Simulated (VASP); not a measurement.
# FeSi23 (a cell with a defect) in VASP: notebook, part 2 of 2

VASP 6.6.1. Earlier steps stand in the parts before.

### 3 Single point, PBEsol+U, collinear spin, ferromagnetic start

File INCAR:

```
PREC = Accurate
ENCUT = 350
EDIFF = 1E-5
ISMEAR = 0
SIGMA = 0.03
LREAL = Auto
LASPH = T
NELM = 120
ALGO = Normal
ISIF = 2
LWAVE = F
LCHARG = F
ISPIN = 2
MAGMOM = 4 0 0 0 0 0 0 0 0 0 0 0 0 0 0 0 0 0 0 0 0 0 0 0
LORBIT = 11
NUPDOWN = 4
LMAXMIX = 4
LDAU = T
LDAUTYPE = 2
LDAUL = 2 -1
LDAUU = 4 0
LDAUJ = 0 0
LDAUPRINT = 1
GGA = PS
KPAR = 4
```

File KPOINTS:

```
Automatic mesh
0
Gamma
  2 3 3
```

File POSCAR:

```
FeSi23
1.0
    0.0000000000      8.1555000000      8.1555000000
    5.4370000000      0.0000000000      5.4370000000
    5.4370000000      5.4370000000      0.0000000000
Fe Si
1 23
Direct
    0.0000000000      0.0000000000      0.0000000000
    0.0000000000      0.0000000000      0.5000000000
    0.0000000000      0.5000000000      0.0000000000
    0.0000000000      0.5000000000      0.5000000000
    0.3333330000      0.0000000000      0.0000000000
    0.3333330000      0.0000000000      0.5000000000
    0.3333330000      0.5000000000      0.0000000000
    0.3333330000      0.5000000000      0.5000000000
    0.6666670000      0.0000000000      0.0000000000
    0.6666670000      0.0000000000      0.5000000000
    0.6666670000      0.5000000000      0.0000000000
    0.6666670000      0.5000000000      0.5000000000
    0.0833333333      0.1250000000      0.1250000000
    0.0833333333      0.1250000000      0.6250000000
    0.0833333333      0.6250000000      0.1250000000
    0.0833333333      0.6250000000      0.6250000000
    0.4166663333      0.1250000000      0.1250000000
    0.4166663333      0.1250000000      0.6250000000
    0.4166663333      0.6250000000      0.1250000000
    0.4166663333      0.6250000000      0.6250000000
    0.7500003333      0.1250000000      0.1250000000
    0.7500003333      0.1250000000      0.6250000000
    0.7500003333      0.6250000000      0.1250000000
    0.7500003333      0.6250000000      0.6250000000
```

Potentials or basis: VASP PAW PBE potentials, release 64 (Fe, Si).

Launch:

```sh
$ cat potpaw_PBE.64/Fe/POTCAR potpaw_PBE.64/Si/POTCAR > POTCAR
$ mpirun -np 4 vasp_std > vasp.out
```

OUTCAR:

```text
PREC = Accurate
   ENCUT = 350
   EDIFF = 1E-5
   ISMEAR = 0
   LREAL = Auto
   LASPH = T
   NELM = 120
   ISIF = 2
   ISPIN = 2
   LORBIT = 11
   NUPDOWN = 4
   GGA = PS

 ion  position               nearest neighbor table
   1  0.000  0.000  0.000-  21 2.35  13 2.35  15 2.35  14 2.35
   2  0.000  0.000  0.500-  22 2.35  14 2.35  16 2.35  13 2.35
   3  0.000  0.500  0.000-  23 2.35  15 2.35  13 2.35  16 2.35
   4  0.000  0.500  0.500-  24 2.35  16 2.35  14 2.35  15 2.35
   5  0.333  0.000  0.000-  13 2.35  17 2.35  19 2.35  18 2.35
   6  0.333  0.000  0.500-  14 2.35  18 2.35  20 2.35  17 2.35
[... 16 lines left out ...]
  23  0.750  0.625  0.125-   3 2.35  11 2.35   9 2.35  12 2.35
[... 1347 lines left out ...]
      2.71850      0.00000      2.71850         0.010706     -0.089363     -0.023404
      5.43700      2.71850      2.71850         0.113443     -0.020808     -0.020808
      0.00000      2.71850      2.71850         0.053927     -0.033112     -0.033112
      2.71850      5.43700      2.71850         0.014687     -0.043315     -0.009078
[... 16 lines left out ...]
      4.07775      6.79625      9.51475         0.003369     -0.024529     -0.005090
      6.79625      9.51475      9.51475         0.018680     -0.006783     -0.006783
 -----------------------------------------------------------------------------------
    total drift:                                0.001446     -0.001054     -0.001054

  FREE ENERGIE OF THE ION-ELECTRON SYSTEM (eV)
  ---------------------------------------------------
  free  energy   TOTEN  =      -135.6999946189 eV

  energy  without entropy=     -135.6984964307  energy(sigma->0) =     -135.69924552

 total charge

# of ion       s       p       d       tot
------------------------------------------
    1        0.509   0.444   6.148   7.101
    2        0.756   0.925   0.000   1.682
    3        0.756   0.925   0.000   1.682
    4        0.756   0.926   0.000   1.682
    5        0.755   0.934   0.000   1.688
    6        0.753   0.935   0.000   1.687
[... 16 lines left out ...]
   23        0.751   0.939   0.000   1.690
   24        0.751   0.940   0.000   1.690
--------------------------------------------------
tot         17.908  21.872   6.148  45.928

 magnetization (x)

# of ion       s       p       d       tot
------------------------------------------
    1        0.034   0.109   3.080   3.223
    2        0.004   0.006   0.000   0.010
    3        0.004   0.006   0.000   0.010
    4        0.004   0.004   0.000   0.008
    5        0.004   0.016   0.000   0.020
    6        0.002   0.009   0.000   0.012
[... 16 lines left out ...]
   23       -0.000   0.002   0.000   0.002
   24       -0.000   0.001   0.000   0.001
--------------------------------------------------
tot          0.086   0.207   3.080   3.372
```

OSZICAR:

```text
N       E                     dE             d eps       ncg     rms          rms(c)
DAV:   1     0.252353222680E+03    0.25235E+03   -0.29966E+04  2080   0.937E+02
DAV:   2    -0.110467037475E+03   -0.36282E+03   -0.34196E+03  2366   0.177E+02
DAV:   3    -0.140094709481E+03   -0.29628E+02   -0.28889E+02  2688   0.509E+01
[... 12 lines left out ...]
DAV:  16    -0.135699890297E+03   -0.15443E-03   -0.20808E-04  3000   0.843E-02    0.449E-02
DAV:  17    -0.135699934763E+03   -0.44466E-04   -0.73658E-05  2304   0.769E-02    0.217E-02
DAV:  18    -0.135699973027E+03   -0.38264E-04   -0.64459E-05  2328   0.496E-02    0.167E-02
DAV:  19    -0.135699987532E+03   -0.14505E-04   -0.35019E-05  1920   0.254E-02    0.117E-02
DAV:  20    -0.135699994619E+03   -0.70867E-05   -0.84500E-06  1567   0.180E-02
   1 F= -.13569999E+03 E0= -.13569925E+03  d E =-.149819E-02  mag=     4.0000
```

stdout:

```text
POSCAR found type information on POSCAR FeSi
 POSCAR found :  2 types and      24 ions
 scaLAPACK will be used
 -----------------------------------------------------------------------------
|                                                                             |
|                                                                             |
|     You enforced a specific xc type in the INCAR file but a different       |
|     I HOPE YOU KNOW WHAT YOU ARE DOING!                                     |
|                                                                             |
 -----------------------------------------------------------------------------

 LDA part: xc-table for (Slater+PW92), standard interpolation
 POSCAR, INCAR and KPOINTS ok, starting setup
 FFT: planning ... GRIDC
 FFT: planning ... GRID_SOFT
 FFT: planning ... GRID
 WAVECAR not read
 entering main loop
```

Run time: 2.2 min. Hardware: 4 MPI ranks of AMD EPYC 9R45 (Zen 5), shared host; peak memory 0.59 GiB.

Results:

```
Free energy                                           : -135.7000 eV
Pressure                                              : 0.1 GPa
Largest force                                         : 0.296 eV/Å
Net moment                                            : 4.00 μB per cell
Site moments                                          : Fe +3.22; Si +0.01, +0.02, +0.00, -0.01, -0.00, +0.04 μB
Valence electrons inside the program's atomic spheres : Fe 7.10; Si 1.68, 1.69, 1.70
```

Forces on the atoms (eV/Å):
```
Fe   0.055 -0.103 -0.103
Si   0.011 -0.023 -0.089
Si   0.011 -0.089 -0.023
Si   0.113 -0.021 -0.021
Si   0.054 -0.033 -0.033
Si   0.015 -0.043 -0.009
Si   0.015 -0.009 -0.043
Si  -0.012  0.005  0.005
Si   0.007  0.059  0.059
Si  -0.037 -0.022  0.043
Si  -0.037  0.043 -0.022
Si  -0.009  0.014  0.014
Si   0.053  0.201  0.201
Si  -0.214  0.005  0.204
Si  -0.214  0.204  0.005
Si  -0.017  0.016  0.016
Si  -0.072  0.028  0.028
Si   0.050  0.000 -0.036
Si   0.050 -0.036  0.000
Si  -0.009 -0.013 -0.013
Si   0.161 -0.145 -0.145
Si   0.003 -0.005 -0.025
Si   0.003 -0.025 -0.005
Si   0.019 -0.007 -0.007
```

Eigenvalues of the final occupation matrices:
```
    site  spin  trace               eigenvalues
site 1 d     1   4.63  0.92 0.92 0.93 0.93 0.93
site 1 d     2   1.54  0.02 0.02 0.45 0.48 0.57
```

Caveat: the PAW data sets were made with another functional, which shifts forces and pressure a little; the total moment is fixed, so each spin has its own Fermi level; the U is typed as a test and isn't derived for this compound.

### 4 Single point, PBEsol+U, collinear spin, ferromagnetic start

INCAR: that of step 3 with these lines changed.

```diff
@@ -13,5 +13,5 @@
 ISPIN = 2
-MAGMOM = 4 0 0 0 0 0 0 0 0 0 0 0 0 0 0 0 0 0 0 0 0 0 0 0
+MAGMOM = 2 0 0 0 0 0 0 0 0 0 0 0 0 0 0 0 0 0 0 0 0 0 0 0
 LORBIT = 11
-NUPDOWN = 4
+NUPDOWN = 2
 LMAXMIX = 4
```

KPOINTS is that of step 3.

POSCAR is that of step 3.

Potentials or basis: VASP PAW PBE potentials, release 64 (Fe, Si).

Launch:

```sh
$ cat potpaw_PBE.64/Fe/POTCAR potpaw_PBE.64/Si/POTCAR > POTCAR
$ mpirun -np 4 vasp_std > vasp.out
```

OUTCAR:

```text
PREC = Accurate
   ENCUT = 350
   EDIFF = 1E-5
   ISMEAR = 0
   LREAL = Auto
   LASPH = T
   NELM = 120
   ISIF = 2
   ISPIN = 2
   LORBIT = 11
   NUPDOWN = 2
   GGA = PS

 ion  position               nearest neighbor table
   1  0.000  0.000  0.000-  21 2.35  13 2.35  15 2.35  14 2.35
   2  0.000  0.000  0.500-  22 2.35  14 2.35  16 2.35  13 2.35
   3  0.000  0.500  0.000-  23 2.35  15 2.35  13 2.35  16 2.35
   4  0.000  0.500  0.500-  24 2.35  16 2.35  14 2.35  15 2.35
   5  0.333  0.000  0.000-  13 2.35  17 2.35  19 2.35  18 2.35
   6  0.333  0.000  0.500-  14 2.35  18 2.35  20 2.35  17 2.35
[... 16 lines left out ...]
  23  0.750  0.625  0.125-   3 2.35  11 2.35   9 2.35  12 2.35
  24  0.750  0.625  0.625-   4 2.35  12 2.35  11 2.35  10 2.35

  LATTYP: Found a face centered orthorhombic cell.
 ALAT       =     7.6890791386
 B/A-ratio  =     1.7320508076
 C/A-ratio  =     2.4494897428

  Lattice vectors:

 A1 = (   0.0000000000,   8.1555000000,   8.1555000000)
 A2 = (  -5.4370000000,   2.7185000000,   8.1555000000)
 A3 = (   5.4370000000,   0.0000000000,   5.4370000000)

Analysis of symmetry for initial positions (statically):
=====================================================================
 Subroutine PRICEL returns:
 Original cell was already a primitive cell.

 Routine SETGRP: Setting up the symmetry group for a
 face centered orthorhombic supercell.

 Subroutine GETGRP returns: Found  2 space group operations
 (whereof  2 operations were pure point group operations)
 out of a pool of  8 trial point group operations.

The static configuration has the point symmetry C_1h.

Analysis of symmetry for dynamics (positions and initial velocities):
=====================================================================
 Subroutine PRICEL returns:
 Original cell was already a primitive cell.

[... 253 lines left out ...]
      4      -4.0352      1.00000
      5      -3.9811      1.00000
      6      -3.8853      1.00000
[... 509 lines left out ...]
     61       8.7569      0.00000
     62       8.9115      0.00000
 Fermi energy:         5.9366032053

 spin component 2

 k-point     1 :       0.0000    0.0000    0.0000
  band No.  band energies     occupation
      1      -6.3190      1.00000
      2      -5.0156      1.00000
      3      -4.8649      1.00000
      4      -4.0599      1.00000
      5      -4.0064      1.00000
      6      -3.9146      1.00000
[... 509 lines left out ...]
     61       8.7394      0.00000
     62       8.8934      0.00000
 [bands above 62 left out]

------------------------ aborting loop because EDIFF is reached ----------------------------------------

  FORCE on cell =-STRESS in cart. coord.  units (eV):
  Direction    XX          YY          ZZ          XY          YZ          ZX
  --------------------------------------------------------------------------------------
  -------------------------------------------------------------------------------------
  Total       -0.3009739     -1.0469656     -1.0469656      0.0183372     -0.2930874      0.0188156
  in kB       -1.0000923     -3.4789145     -3.4789145      0.0609319     -0.9738869      0.0625214
  external PRESSURE =      -2.6526404 kB  Pullay stress =       0.0000000 kB

 VOLUME and BASIS-vectors are now :
 -----------------------------------------------------------------------------
  energy-cutoff  :      350.00
  volume of cell :      482.17
      direct lattice vectors                 reciprocal lattice vectors
     0.000000000  8.155500000  8.155500000    -0.061308320  0.061308320  0.061308320
     5.437000000  0.000000000  5.437000000     0.091962479 -0.091962479  0.091962479
     5.437000000  5.437000000  0.000000000     0.091962479  0.091962479 -0.091962479

 POSITION                                       TOTAL-FORCE (eV/Angst)
 -----------------------------------------------------------------------------------
      0.00000      0.00000      0.00000         0.123488      0.123793      0.123793
      2.71850      2.71850      0.00000        -0.019155      0.042501     -0.048759
      2.71850      0.00000      2.71850        -0.019155     -0.048759      0.042501
      5.43700      2.71850      2.71850         0.087903      0.016031      0.016031
      0.00000      2.71850      2.71850        -0.051639     -0.039678     -0.039678
      2.71850      5.43700      2.71850        -0.004905      0.010313     -0.014997
[... 16 lines left out ...]
      4.07775      6.79625      9.51475         0.031888     -0.003276     -0.021900
      6.79625      9.51475      9.51475        -0.018988     -0.005483     -0.005483
 -----------------------------------------------------------------------------------
    total drift:                                0.001057      0.000189      0.000189

  FREE ENERGIE OF THE ION-ELECTRON SYSTEM (eV)
  ---------------------------------------------------
  free  energy   TOTEN  =      -135.3392111256 eV

  energy  without entropy=     -135.3361786409  energy(sigma->0) =     -135.33769488

 total charge

# of ion       s       p       d       tot
------------------------------------------
    1        0.501   0.398   6.245   7.143
    2        0.761   0.921   0.000   1.683
    3        0.761   0.921   0.000   1.683
    4        0.757   0.924   0.000   1.680
    5        0.757   0.927   0.000   1.684
    6        0.755   0.932   0.000   1.688
[... 16 lines left out ...]
   23        0.752   0.937   0.000   1.689
   24        0.751   0.938   0.000   1.689
--------------------------------------------------
tot         17.946  21.726   6.245  45.917

 magnetization (x)

# of ion       s       p       d       tot
------------------------------------------
    1        0.029  -0.012   2.817   2.834
    2       -0.002  -0.005   0.000  -0.008
    3       -0.002  -0.005   0.000  -0.008
    4        0.002  -0.000   0.000   0.002
    5        0.001  -0.009   0.000  -0.008
    6       -0.002  -0.007   0.000  -0.009
[... 16 lines left out ...]
   23       -0.001  -0.005   0.000  -0.006
   24       -0.000  -0.002   0.000  -0.002
--------------------------------------------------
tot         -0.005  -0.375   2.817   2.437
```

OSZICAR:

```text
N       E                     dE             d eps       ncg     rms          rms(c)
DAV:   1     0.257030864536E+03    0.25703E+03   -0.29919E+04  2048   0.951E+02
DAV:   2    -0.107064077056E+03   -0.36409E+03   -0.34343E+03  2296   0.180E+02
DAV:   3    -0.137973350620E+03   -0.30909E+02   -0.29944E+02  2648   0.504E+01
[... 35 lines left out ...]
DAV:  39    -0.135339108520E+03   -0.56296E-04   -0.24616E-03  2872   0.167E-01    0.419E-02
DAV:  40    -0.135339179449E+03   -0.70929E-04   -0.26937E-04  2440   0.602E-02    0.242E-02
DAV:  41    -0.135339199771E+03   -0.20322E-04   -0.20088E-04  2112   0.553E-02    0.177E-02
DAV:  42    -0.135339204437E+03   -0.46667E-05   -0.31969E-04  2440   0.596E-02    0.151E-02
DAV:  43    -0.135339211126E+03   -0.66883E-05   -0.98578E-05  1968   0.379E-02
   1 F= -.13533921E+03 E0= -.13533769E+03  d E =-.303248E-02  mag=     2.0000
```

stdout:

```text
POSCAR found type information on POSCAR FeSi
 POSCAR found :  2 types and      24 ions
 scaLAPACK will be used
 -----------------------------------------------------------------------------
|                                                                             |
|                                                                             |
|     You enforced a specific xc type in the INCAR file but a different       |
|     I HOPE YOU KNOW WHAT YOU ARE DOING!                                     |
|                                                                             |
 -----------------------------------------------------------------------------

 LDA part: xc-table for (Slater+PW92), standard interpolation
 POSCAR, INCAR and KPOINTS ok, starting setup
 FFT: planning ... GRIDC
 FFT: planning ... GRID_SOFT
 FFT: planning ... GRID
 WAVECAR not read
 entering main loop
```

Run time: 4.9 min. Hardware: 4 MPI ranks of AMD EPYC 9R45 (Zen 5), shared host; peak memory 0.62 GiB.

Results:

* Free energy: -135.3392 eV
* Pressure: -0.3 GPa
* Largest force: 0.225 eV/Å
* Net moment: 2.00 μB per cell
* Site moments: Fe +2.83; Si -0.01, +0.00, -0.00, -0.05, -0.07, -0.02, -0.08 μB
* Valence electrons inside the program's atomic spheres: Fe 7.14; Si 1.68, 1.69

Forces on the atoms (eV/Å):
```
Fe   0.123  0.124  0.124
Si  -0.019  0.043 -0.049
Si  -0.019 -0.049  0.043
Si   0.088  0.016  0.016
Si  -0.052 -0.040 -0.040
Si  -0.005  0.010 -0.015
Si  -0.005 -0.015  0.010
Si  -0.008  0.010  0.010
Si  -0.082  0.148  0.148
Si  -0.050  0.088  0.069
Si  -0.050  0.069  0.088
Si  -0.008  0.016  0.016
Si  -0.120 -0.102 -0.102
Si   0.021  0.006  0.003
Si   0.021  0.003  0.006
Si  -0.025 -0.020 -0.020
Si   0.034 -0.015 -0.015
Si   0.065 -0.089 -0.025
Si   0.065 -0.025 -0.089
Si  -0.023 -0.011 -0.011
Si   0.003 -0.135 -0.135
Si   0.032 -0.022 -0.003
Si   0.032 -0.003 -0.022
Si  -0.019 -0.005 -0.005
```

Stress tensor (GPa, compression positive):
```
-0.10  0.01  0.01
 0.01 -0.35 -0.10
 0.01 -0.10 -0.35
```

Eigenvalues of the final occupation matrices:
```tsv
site	spin	trace	eigenvalues
site 1 d	1	4.54	0.89 0.90 0.90 0.92 0.93
site 1 d	2	1.73	0.03 0.26 0.34 0.43 0.67
```

Caveat: the PAW data sets were made with another functional, which shifts forces and pressure a little; the total moment is fixed, so each spin has its own Fermi level; the U is typed as a test and isn't derived for this compound.

### 5 Single point, PBEsol+U, collinear spin, zero start

INCAR: that of step 4 with these lines changed.

```diff
@@ -13,5 +13,5 @@
 ISPIN = 2
-MAGMOM = 2 0 0 0 0 0 0 0 0 0 0 0 0 0 0 0 0 0 0 0 0 0 0 0
+MAGMOM = 0 0 0 0 0 0 0 0 0 0 0 0 0 0 0 0 0 0 0 0 0 0 0 0
 LORBIT = 11
-NUPDOWN = 2
+NUPDOWN = 0
 LMAXMIX = 4
```

KPOINTS is that of step 4.

POSCAR is that of step 4.

Launch:

```sh
$ cat potpaw_PBE.64/Fe/POTCAR potpaw_PBE.64/Si/POTCAR > POTCAR
$ mpirun -np 4 vasp_std > vasp.out
```

Run time: 2.9 min. Hardware: 4 MPI ranks of AMD EPYC 9R45 (Zen 5), shared host; peak memory 0.59 GiB.

The run converged. Its results:

```
Free energy                                           : -134.5098 eV
Pressure                                              : -1.2 GPa
Largest force                                         : 0.907 eV/Å
Net moment                                            : 0.00 μB per cell
Valence electrons inside the program's atomic spheres : Fe 7.28; Si 1.69, 1.68
```

Forces in eV/Å, atoms in the order of the input:
```
Fe  -0.055 -0.039 -0.039
Si  -0.008  0.029 -0.113
Si  -0.008 -0.113  0.029
Si   0.136  0.003  0.003
Si  -0.049  0.012  0.012
Si   0.011  0.072 -0.021
Si   0.011 -0.021  0.072
Si  -0.004  0.008  0.008
Si  -0.071  0.085  0.085
Si  -0.049  0.084  0.051
Si  -0.049  0.051  0.084
Si  -0.001  0.017  0.017
Si  -0.522 -0.525 -0.525
Si   0.515  0.542 -0.506
Si   0.515 -0.506  0.542
Si  -0.002 -0.007 -0.007
Si   0.002 -0.014 -0.014
Si   0.043 -0.053 -0.020
Si   0.043 -0.020 -0.053
Si  -0.013 -0.014 -0.014
Si  -0.461  0.469  0.469
Si   0.004 -0.034 -0.016
Si   0.004 -0.016 -0.034
Si   0.005 -0.010 -0.010
```

Stress tensor (GPa, compression positive):
```
-1.28  0.10  0.10
 0.10 -1.13  0.02
 0.10  0.02 -1.13
```

Eigenvalues of the final occupation matrices:
```tsv
site	spin	trace	eigenvalues
site 1 d	1	3.27	0.50 0.52 0.52 0.87 0.87
site 1 d	2	3.27	0.50 0.52 0.52 0.86 0.87
```

Caveat: the PAW data sets were made with another functional, which shifts forces and pressure a little; the total moment is fixed, so each spin has its own Fermi level; the U is typed as a test and isn't derived for this compound.

### 6 Overview

```tsv
spin	fixed moment (μB)	pressure (GPa)	moment (μB)	largest force (eV/Å)
collinear, ferromagnetic start	-	0.0	3.11	0.28
collinear, ferromagnetic start	4	0.1	4.00	0.30
collinear, ferromagnetic start	2	-0.3	2.00	0.22
collinear, zero start	0	-1.2	0.00	0.91
```

Alike in all rows: task single point; level PBEsol+U; potentials or basis VASP PAW PBE potentials, release 64 (Fe, Si); Fe d U = 4 eV; cell as given; k mesh 2 × 3 × 3; cutoff (eV) 350; smearing gaussian 0.03 eV.

Caveats: the PAW data sets were made with another functional, which shifts forces and pressure a little; the U is typed as a test and isn't derived for this compound; the total moment is fixed, so each spin has its own Fermi level (some runs).

Total energies depend on the potentials used, so only differences within one code and one set of settings carry meaning.
